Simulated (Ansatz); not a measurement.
# AlNi2: convergence and cost

The task, for AlNi2: sweep the k-point mesh.

Method: DFT PBEsol, scalar-relativistic, plane waves, PAW, in Ansatz 0.2.0.

3 further runs of the same task are left out: 2 for a known fault of the program, 1 set aside as unsound or not needed. Runs told in other sessions of the task aren't counted.

## (1) The system as given

Symmetry: P-3m1, No. 164, trigonal system. The conventional cell has a = 3.974 Å, b = 3.974 Å, c = 4.904 Å, α = 90.00°, β = 90.00°, γ = 120.00°. Around Al (site symmetry 3m) lie 8 Ni at 2.37 to 2.48 Å. Ni (site symmetry 3m) has 5 Al at 2.37 to 2.48 Å and 3 Ni at 2.47 Å in its first shell of neighbours. Ni (site symmetry -3m) has 8 Ni at 2.45 to 2.47 Å and 6 Al at 2.75 Å in its first shell of neighbours. Around Ni (site symmetry -3m) lie 8 Ni at 2.45 to 2.77 Å and 6 Al at 2.48 Å.

As a file:

```xyz
6
Lattice="3.9740 0.0000 0.0000 -1.9870 3.4416 0.0000 0.0000 0.0000 4.9043" Properties=species:S:1:pos:R:3 pbc="T T T"
Al    0.0000    2.2944    0.9312
Al    1.9870    1.1472    3.9731
Ni    0.0000    2.2944    3.3600
Ni    1.9870    1.1472    1.5443
Ni    0.0000    0.0000    2.4521
Ni    0.0000    0.0000    0.0000
```

Source of the structure: the Materials Project (structure only). It is taken as it stands there.

## (2) The base input

Contents of input.yaml:

```yaml
crystal:
  lattice:
    - [3.9740030242, 0.0, 0.0]
    - [-1.9870015121, 3.4415875737, 0.0]
    - [0.0, 0.0, 4.90425882]
  atoms:
    - { symbol: Al, position: [0.33333333, 0.66666667, 0.18987406] }
    - { symbol: Al, position: [0.66666667, 0.33333333, 0.81012594] }
    - { symbol: Ni, position: [0.33333333, 0.66666667, 0.68511004] }
    - { symbol: Ni, position: [0.66666667, 0.33333333, 0.31488996] }
    - { symbol: Ni, position: [0.0, 0.0, 0.5] }
    - { symbol: Ni, position: [0.0, 0.0, 0.0] }
basis:
  ecutwfc: 420
kpoints:
  mp_grid: { grid: [12, 12, 8] }
hamiltonian:
  xc: pbesol
scf:
  occupations: { method: gaussian, width: 0.1 }
output:
  forces: true
  stress: true
  eigenvalues: true
  populations: true
```

Its results, from an earlier run: -4045.3383 eV/atom at zero smearing, pressure 0.11 GPa, largest force 0.059 eV/Å, no gap on the mesh, in 8 SCF cycles and 51 s.

## (3) K-point mesh: 1×1×1

Contents of input.yaml:

```yaml
crystal:
  lattice:
    - [3.9740030242, 0.0, 0.0]
    - [-1.9870015121, 3.4415875737, 0.0]
    - [0.0, 0.0, 4.90425882]
  atoms:
    - { symbol: Al, position: [0.3333333333, 0.6666666667, 0.18987406] }
    - { symbol: Al, position: [0.6666666667, 0.3333333333, 0.81012594] }
    - { symbol: Ni, position: [0.3333333333, 0.6666666667, 0.68511004] }
    - { symbol: Ni, position: [0.6666666667, 0.3333333333, 0.31488996] }
    - { symbol: Ni, position: [0.0, 0.0, 0.5] }
    - { symbol: Ni, position: [0.0, 0.0, 0.0] }
basis:
  ecutwfc: 420
kpoints:
  mp_grid: { grid: [1, 1, 1] }
hamiltonian:
  xc: pbesol
scf:
  occupations: { method: gaussian, width: 0.1 }
output:
  forces: true
  stress: true
  eigenvalues: true
```

Command:

```bash
$ ansatz run input.yaml --threads 1 --pin off --max-ram 2560MiB --backend cpu --events-out ev --progress --plain --runs-dir out
```

## (4) K-point mesh: 3×3×2

input.yaml, as its differences from that of step 3:

```diff
@@ -15,3 +15,3 @@
 kpoints:
-  mp_grid: { grid: [1, 1, 1] }
+  mp_grid: { grid: [3, 3, 2] }
 hamiltonian:
```

## (5) K-point mesh set to 6×6×4

input.yaml, as its differences from that of step 4:

```diff
@@ -15,3 +15,3 @@
 kpoints:
-  mp_grid: { grid: [3, 3, 2] }
+  mp_grid: { grid: [6, 6, 4] }
 hamiltonian:
```

## (6) K-point mesh: 6×6×6

input.yaml, as its differences from that of step 5:

```diff
@@ -15,3 +15,3 @@
 kpoints:
-  mp_grid: { grid: [6, 6, 4] }
+  mp_grid: { grid: [6, 6, 6] }
 hamiltonian:
```

## (7) K-point mesh: 12×12×6

input.yaml, as its differences from that of step 6:

```diff
@@ -15,3 +15,3 @@
 kpoints:
-  mp_grid: { grid: [6, 6, 6] }
+  mp_grid: { grid: [12, 12, 6] }
 hamiltonian:
```

## (8) K-point mesh set to 12×12×10

input.yaml, as its differences from that of step 7:

```diff
@@ -15,3 +15,3 @@
 kpoints:
-  mp_grid: { grid: [12, 12, 6] }
+  mp_grid: { grid: [12, 12, 10] }
 hamiltonian:
```

## (9) K-point mesh: 18×18×12

input.yaml, as its differences from that of step 8:

```diff
@@ -15,3 +15,3 @@
 kpoints:
-  mp_grid: { grid: [12, 12, 10] }
+  mp_grid: { grid: [18, 18, 12] }
 hamiltonian:
```

(Steps that only read results are left out.)

Q: Predict the outcome of the series: the values and the trend.

The runs gave:

```
                                               quantity                        value
k-point mesh: within 10 and 1 meV/atom of 18×18×12 from  6×6×4 for 10; 12×12×6 for 1
```

What this shows: In the sweep of the k-point mesh, 12×12×6 already comes within 1 meV/atom of the reference, and so do all later runs, at about 0.26 of the reference's time. The reference is only the best run made, not a proven limit. The gaps on the coarsest meshes are artefacts of sampling: the crystal is a metal on the dense ones. The error changes sign along the series, since a k mesh isn't variational, and a metal needs dense meshes to resolve its Fermi surface. Forces stay within 0.01 eV/Å of the reference from 6×6×6 on. The final runs have no spin polarisation, so a magnetic state may lie lower.
